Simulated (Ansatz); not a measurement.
Results of PBE-D4 (PAW; Ansatz, a quantum-chemistry and plane-wave program) for rock-salt LiI.

Numerical settings: plane-wave cutoff 520 eV, 10×10×10 k mesh, Fermi–Dirac smearing 0.01 eV, scalar-relativistic PAW data made under PBE.

Pressure at four volumes; x = ln(V/25.723 Å³). One pressure is withheld.

| V (Å³/atom) | x | P (GPa) |
|---|---|---|
| 24.179 | -0.0619 | ? |
| 24.694 | -0.0408 | 1.051 |
| 25.723 | 0.0000 | 0.001 |
| 27.266 | 0.0583 | -1.201 |

### Question
Pass a parabola P(x) through the three rows shown, estimate the bulk modulus and its pressure derivative near zero pressure, and predict the withheld pressure.

### Answer
Slopes between the rows: (0.001 − (1.051))/(0.0000 − (-0.0408)) = -25.74 and (-1.201 − (0.001))/(0.0583 − (0.0000)) = -20.62 GPa. Their difference over the span 0.0991 is c = 5.12/0.0991 = 51.7 GPa, so P(x) = 1.051 + (-25.74)(x − (-0.0408)) + 51.7 (x − (-0.0408))(x − (0.0000)). At the middle row B = −dP/dx = −[-25.74 + 51.7 × 0.0408] = 23.6 GPa, and B′ = dB/dP = 2c/B = 4.4. At x = -0.0619 the parabola gives 1.662 GPa; the run gives 1.669 GPa. The Birch–Murnaghan fit to the energies at all volumes has B0 = 23.5 GPa and B′ = 4.5.

Measured, for comparison: bulk modulus 24 GPa (0 K, extrapolated to 0 K; as tabulated in Doll and Stoll (1998), arXiv:cond-mat/9801031). Computed (rounded) less measured: bulk modulus -2 %.

Spin–orbit coupling is not included.
